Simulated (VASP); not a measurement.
InSb: relaxation of cell and atoms with PBEsol

The system is InSb.

```
In Sb
1.0
    -2.94474    2.94474    1.63638
     2.94474   -2.94474    1.63638
     2.94474    2.94474   -1.63638
In Sb
1 1
Direct
  0.75000 0.25000 0.50000
  0.00000 0.00000 0.00000
```

Measurements of this composition are mostly on another form, of space group No. 216.

| Item | Value |
| --- | --- |
| Program | VASP 6.6.1 |
| Task | relaxation of cell and atoms |
| Functional | PBEsol |
| Potentials or basis | VASP PAW PBE potentials, release 64 (In_d, Sb) |
| Cutoff | 600 eV |
| k mesh | 14 × 14 × 14 |
| Occupations | gaussian, width 0.1 eV |
| Spin | no spin polarisation |
| Further INCAR settings | ALGO = Normal; EDIFF = 1e-07; IBRION = 2; EDIFFG = -0.005; NSW = 90; ISIF = 3 |

```json
{
  "Relaxed volume": "26.74 Å³/atom",
  "Relaxed cell": "a = 4.402 Å, b = 4.402 Å, c = 4.402 Å, α = 97.45°, β = 97.45°, γ = 137.79°",
  "Space group after relaxing (to 0.05 Å)": "I-4m2 (No. 119)",
  "Energy gained by relaxing": "16.2 meV/atom",
  "Ionic steps": "7",
  "Pressure after relaxing": "0.0 GPa",
  "Band gap on the k mesh": "none (metal or under the smearing width)"
}
```

The path:
```
step  energy change (eV)  largest force (eV/Å)  pressure (GPa)  volume (Å³)
   1              0.0000                0.0000           -2.81        56.76
   2             -0.0298                0.0000            0.79        52.76
   3             -0.0314                0.0000            0.06        53.45
   4             -0.0322                0.0000            0.04        53.44
   5             -0.0325                0.0000            0.03        53.44
   6             -0.0325                0.0000            0.03        53.44
   7             -0.0325                0.0000           -0.01        53.48
```

Final structure:
```
In Sb
1.0
    -2.90414    2.90414    1.58535
     2.90414   -2.90414    1.58535
     2.90414    2.90414   -1.58535
In Sb
1 1
Direct
  0.75000 0.25000 0.50000
  0.00000 0.00000 0.00000
```

Levels at points of the mesh, in eV from the Fermi level:
```csv
k point,band 6,band 7,band 8,band 9,band 10,band 11,band 12,band 13
"(0.00, 0.00, 0.00)",-11.67,-3.20,-2.17,-2.17,3.16,4.90,6.61,6.61
"(0.50, 0.00, 0.00)",-8.12,-5.14,-2.20,-1.33,-1.28,2.44,3.07,5.07
"(0.50, 0.50, 0.00)",-10.49,-7.67,-0.41,1.63,1.76,1.98,4.34,7.67
"(0.50, 0.50, 0.50)",-9.41,-5.59,-4.90,-4.90,3.82,5.81,9.35,9.35
```

Wall time 4.8 min on 1 thread of Intel(R) Xeon(R) 6975P-C (Granite Rapids), on a shared host, peak memory 0.41 GiB.

Caveat: the PAW data sets were made with another functional, which shifts forces and pressure a little. Spin-orbit coupling is left out, which matters for the levels of Sb.
